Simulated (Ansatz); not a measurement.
# SiC: the cost of one run

Program: Ansatz 0.2.0. Level of theory: DFT PBE, scalar-relativistic, plane waves, PAW. These are calculated values, not measurements.

## 1. Starting point

Symmetry: P6_3mc, No. 186, hexagonal system. The conventional cell has a = 3.076 Å, b = 3.076 Å, c = 5.048 Å, α = 90.00°, β = 90.00°, γ = 120.00°. Si (site symmetry 3m) is surrounded by 4 C at 1.87 to 1.94 Å. C (site symmetry 3m) has 4 Si at 1.87 to 1.94 Å as nearest neighbours.

As a file:

```xyz
48
Lattice="-4.6140 2.6639 5.0480 4.6140 -2.6639 5.0480 4.6140 7.9917 -5.0480" Properties=species:S:1:pos:R:3 pbc="T T T"
Si   -3.0760    1.7759    5.0480
Si    1.5380   -0.8880    5.0480
Si    0.0000    1.7759    0.0000
Si    0.0000    1.7759    5.0480
Si    3.0760    1.7759    5.0480
Si    3.0760    1.7759    0.0000
Si    1.5380    4.4398    5.0480
Si    1.5380    4.4398    0.0000
Si    4.6140    4.4398    0.0000
Si    0.0000    7.1037    0.0000
Si    3.0760    7.1037    0.0000
Si    7.6900    4.4398    0.0000
Si   -1.5380    0.8880    2.5240
Si   -1.5380    0.8880    7.5720
Si    1.5380    0.8880    7.5720
Si    1.5380    0.8880    2.5240
Si    4.6140    0.8880    2.5240
Si    0.0000    3.5519    2.5240
Si    3.0760    3.5519    2.5240
Si   -1.5380    6.2158    2.5240
Si    1.5380    6.2158    2.5240
Si    6.1520    3.5519    2.5240
Si    4.6140    6.2158   -2.5240
Si    4.6140    6.2158    2.5240
C     1.5380   -0.8880    1.9435
C     1.5380   -0.8880    6.9915
C     0.0000    1.7759    1.9435
C     0.0000    1.7759    6.9915
C    -1.5380    4.4398    1.9435
C     3.0760    1.7759    1.9435
C     6.1520    1.7759    1.9435
C     1.5380    4.4398    1.9435
C     4.6140    4.4398    1.9435
C     0.0000    7.1037    1.9435
C     3.0760    7.1037    1.9435
C     3.0760    7.1037   -3.1045
C    -1.5380    0.8880    4.4675
C     3.0760   -1.7759    4.4675
C    -3.0760    3.5519    4.4675
C     1.5380    0.8880    4.4675
C     4.6140    0.8880    4.4675
C     0.0000    3.5519    4.4675
C     3.0760    3.5519    4.4675
C     3.0760    3.5519   -0.5805
C     1.5380    6.2158    4.4675
C     1.5380    6.2158   -0.5805
C     4.6140    6.2158   -0.5805
C     4.6140    6.2158    4.4675
```

The runs take a perfect supercell of 48 atoms; the defect goes to fractional position (0.833, 0.167, 0.000).

## 2. The perfect supercell

input.yaml

```yaml
crystal:
  lattice:
    - [-4.614, 2.663894, 5.048]
    - [4.614, -2.663894, 5.048]
    - [4.614, 7.991682, -5.048]
  atoms:
    - { symbol: Si, position: [0.833333, 0.166667, 0.0] }
    - { symbol: Si, position: [0.333333, 0.666667, 0.0] }
    - { symbol: Si, position: [0.166666, 0.0, 0.166667] }
    - { symbol: Si, position: [0.666666, 0.5, 0.166667] }
    - { symbol: Si, position: [0.5, 0.833334, 0.333333] }
    - { symbol: Si, position: [0.0, 0.333334, 0.333333] }
    - { symbol: Si, position: [0.833333, 0.666667, 0.5] }
    - { symbol: Si, position: [0.333333, 0.166667, 0.5] }
    - { symbol: Si, position: [0.166666, 0.5, 0.666667] }
    - { symbol: Si, position: [0.666666, 0.0, 0.666667] }
    - { symbol: Si, position: [0.5, 0.333334, 0.833333] }
    - { symbol: Si, position: [0.0, 0.833334, 0.833333] }
    - { symbol: Si, position: [0.416667, 0.083333, 0.0] }
    - { symbol: Si, position: [0.916667, 0.583333, 0.0] }
    - { symbol: Si, position: [0.75, 0.916666, 0.166667] }
    - { symbol: Si, position: [0.25, 0.416666, 0.166667] }
    - { symbol: Si, position: [0.083334, 0.75, 0.333333] }
    - { symbol: Si, position: [0.583334, 0.25, 0.333333] }
    - { symbol: Si, position: [0.416667, 0.583333, 0.5] }
    - { symbol: Si, position: [0.916667, 0.083333, 0.5] }
    - { symbol: Si, position: [0.75, 0.416666, 0.666667] }
    - { symbol: Si, position: [0.25, 0.916666, 0.666667] }
    - { symbol: Si, position: [0.083334, 0.25, 0.833333] }
    - { symbol: Si, position: [0.583334, 0.75, 0.833333] }
    - { symbol: C, position: [0.025833, 0.359167, 0.0] }
    - { symbol: C, position: [0.525833, 0.859167, 0.0] }
    - { symbol: C, position: [0.359166, 0.1925, 0.166667] }
    - { symbol: C, position: [0.859166, 0.6925, 0.166667] }
    - { symbol: C, position: [0.6925, 0.025834, 0.333333] }
    - { symbol: C, position: [0.1925, 0.525834, 0.333333] }
    - { symbol: C, position: [0.025833, 0.859167, 0.5] }
    - { symbol: C, position: [0.525833, 0.359167, 0.5] }
    - { symbol: C, position: [0.359166, 0.6925, 0.666667] }
    - { symbol: C, position: [0.859166, 0.1925, 0.666667] }
    - { symbol: C, position: [0.6925, 0.525834, 0.833333] }
    - { symbol: C, position: [0.1925, 0.025834, 0.833333] }
    - { symbol: C, position: [0.609167, 0.275833, 0.0] }
    - { symbol: C, position: [0.109167, 0.775833, 0.0] }
    - { symbol: C, position: [0.9425, 0.109166, 0.166667] }
    - { symbol: C, position: [0.4425, 0.609166, 0.166667] }
    - { symbol: C, position: [0.275834, 0.9425, 0.333333] }
    - { symbol: C, position: [0.775834, 0.4425, 0.333333] }
    - { symbol: C, position: [0.609167, 0.775833, 0.5] }
    - { symbol: C, position: [0.109167, 0.275833, 0.5] }
    - { symbol: C, position: [0.9425, 0.609166, 0.666667] }
    - { symbol: C, position: [0.4425, 0.109166, 0.666667] }
    - { symbol: C, position: [0.275834, 0.4425, 0.833333] }
    - { symbol: C, position: [0.775834, 0.9425, 0.833333] }
basis:
  ecutwfc: 420
  fft_grid_basis: typed
kpoints:
  mp_grid: { grid: [2, 2, 2] }
hamiltonian:
  xc: pbe
  pseudopotentials: { kind: paw }
scf:
  occupations: { method: gaussian, width: 0.05 }
output:
  forces: true
  stress: false
  eigenvalues: true
  bader: false
  write_density: true
  volumetric_format: npy
```

On the command line:

```bash
$ ansatz run input.yaml --threads 4 --pin off --max-ram 10240MiB --backend cpu --events-out ev --progress --plain --runs-dir out
```

**Question.** How long does this run take on 4 threads of Intel Xeon Platinum 8488C (Sapphire Rapids), shared host, and how much memory does it need?

About 2.6 s, with a peak of 1.9 GiB.
